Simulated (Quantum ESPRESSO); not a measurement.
Crystal: Ni.

```
Ni
1.0
     0.00000    1.73757    1.73757
     1.73757    0.00000    1.73757
     1.73757    1.73757    0.00000
Ni
1
Direct
  0.00000 0.00000 0.00000
```

Base run:

- Program: Quantum ESPRESSO 7.5
- Functional: PBE
- Potentials or basis: GBRV 1.5 PBE
- Cutoff: 612 eV
- Density cutoff: 4898 eV
- k mesh: 10 × 10 × 10
- Occupations: fermi-dirac, width 0.05 eV
- Spin: collinear spin, ferromagnetic start
- Starting moments: [1.0] μB

Its results: band gap on the k mesh none (metal or under the smearing width); pressure 8.5 GPa; net moment 0.73 μB per cell; site moments Ni +0.76 μB.

Problem. The run is repeated on the same cell with these changes: potentials or basis from GBRV 1.5 PBE to Ansatz NC SR PBE; cutoff from 612 eV to 1401 eV; density cutoff from 4898 eV to 5606 eV; k mesh from 10 × 10 × 10 to 4 × 4 × 4. What comes out?

Solution. Band gap on the k mesh none (metal or under the smearing width); pressure 4.6 GPa; net moment 0.59 μB per cell; site moments Ni +0.64 μB.

Caveats: some runs use coarse meshes; the Wannier minimisation didn't converge (some runs).

Not every run made on this cell is shown here.
